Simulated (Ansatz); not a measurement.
# A series in volume per atom on Li₂Se

Results calculated with Ansatz 0.2.0, not measured. Periodic Kohn-Sham DFT of a crystal at fixed atoms; Kohn-Sham levels at symmetry points; band -1 is the highest filled and +1 the lowest empty one at that point, spin up along a +z start moment.

Cell of the first row (space group Fm-3m, No. 225):
```
cell vectors (Å)
   0.0000     2.9412     2.9412
   2.9412     0.0000     2.9412
   2.9412     2.9412     0.0000
atoms (fractions of the cell vectors)
Li  0.25000  0.25000  0.25000
Li  0.75000  0.75000  0.75000
Se  0.00000  0.00000  0.00000
```

Settings of every row: method all-electron LAPW; functional LDA; relativity scalar; k mesh 9x9x9; filling fermi-dirac; smearing width 0.03 eV; basis error target 1 meV/atom; nucleus gaussian.

Atom start moment: 0 on all atoms.

Limits: semilocal functionals tend to give too small a gap; no spin-orbit coupling, which shifts gaps with heavier elements (Li2Se).

| row | volume per atom (Å³) | band gap (eV) | smallest direct gap on path (eV) |
| --- | --- | --- | --- |
| 1 | 16.962 | 2.76 | 3.454 |
| 2 | 17.323 | 2.779 | 3.362 |
| 3 | 17.684 | 2.797 | 3.273 |
| 4 | 17.865 | 2.805 | 3.23 |
| 5 | 18.045 | 2.813 | 3.188 |
| 6 | 18.225 | ? | ? |
| 7 | 18.406 | 2.827 | 3.107 |
| 8 | 18.767 | 2.84 | 3.029 |
| 9 | 19.128 | 2.852 | 2.955 |

Question: what band gap and smallest direct gap on path should row 6 give?

Worked fit of band gap. Take t = volume per atom − 18, in Å³. The shown rows have t = -1.038, -0.677, -0.316, -0.135, 0.045, 0.406, 0.767, 1.128. Least squares give band gap = 2.8109 + 0.04287 × t − 0.00586 × t² eV; a straight line predicts inner rows, each left out in turn, worse (root mean square 0.0023 against 0.00031 eV). All shown rows lie on it to the printed digit. The withheld row has t = 0.225, so the fit gives 2.8109 + 0.04287 × (0.225) − 0.00586 × (0.225)² = 2.820 eV.

The calculation gave 2.82 eV. The fit meets it to the printed digit.

Worked fit of smallest direct gap on path. Take t = volume per atom − 18, in Å³. The shown rows have t = -1.038, -0.677, -0.316, -0.135, 0.045, 0.406, 0.767, 1.128. Least squares give smallest direct gap on path = 3.1985 − 0.23167 × t + 0.01399 × t² eV; a straight line predicts inner rows, each left out in turn, worse (root mean square 0.0053 against 0.0002 eV). All shown rows lie on it to the printed digit. The withheld row has t = 0.225, so the fit gives 3.1985 − 0.23167 × (0.225) + 0.01399 × (0.225)² = 3.147 eV.

The calculation gave 3.147 eV. The fit meets it to the printed digit.
